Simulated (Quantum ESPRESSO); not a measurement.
# GaP: equation of state with r2SCAN+D3(BJ)

**Experimental background.**

From “Phosphorous dimerization in GaP at high pressure”, 2017, arxiv:1709.06667, for a bulk crystal of GaP: bulk modulus 87.5 ± 0.6 GPa.

The system is GaP.

```xyz
2
Lattice="0.0000 2.7252 2.7252 2.7252 0.0000 2.7252 2.7252 2.7252 0.0000" Properties=species:S:1:pos:R:3 pbc="T T T"
Ga    0.0000    0.0000    0.0000
P     4.0879    4.0879    4.0879
```

```json
{
  "Program": "Quantum ESPRESSO 7.5",
  "Task": "equation of state",
  "Functional": "r2SCAN",
  "Dispersion": "D3(BJ)",
  "Potentials or basis": "SG15 PBE 1.2",
  "Cutoff": "1197 eV",
  "Density cutoff": "4789 eV",
  "k mesh": "6 × 6 × 6",
  "Occupations": "fermi-dirac, width 0.05 eV",
  "Spin": "no spin polarisation"
}
```

```yaml
Equilibrium_volume: 19.80 Å³/atom
Bulk_modulus: 89 GPa
Pressure_derivative_of_the_bulk_modulus: 3.9
```

Energy against volume, from the lowest point:
```
volume (Å³/atom)  energy (meV/atom)
          19.026               8.96
          19.431               1.95
          19.836               0.00
          20.240               2.58
          20.645               9.27
          21.050              19.68
          21.455              33.46
```

All runs of the series together: 30 min on 2 threads of Arm Neoverse V1, with other jobs on the host.

Measured bulk modulus of GaP: 87.5 GPa (“Phosphorous dimerization in GaP at high pressure”, 2017, arxiv:1709.06667). This calculation gives 89 GPa (+1.4 %). The fit is for a static lattice scaled at fixed shape and fixed fractional positions.

Caveat: the potentials were made for another functional, which shifts forces and pressure.
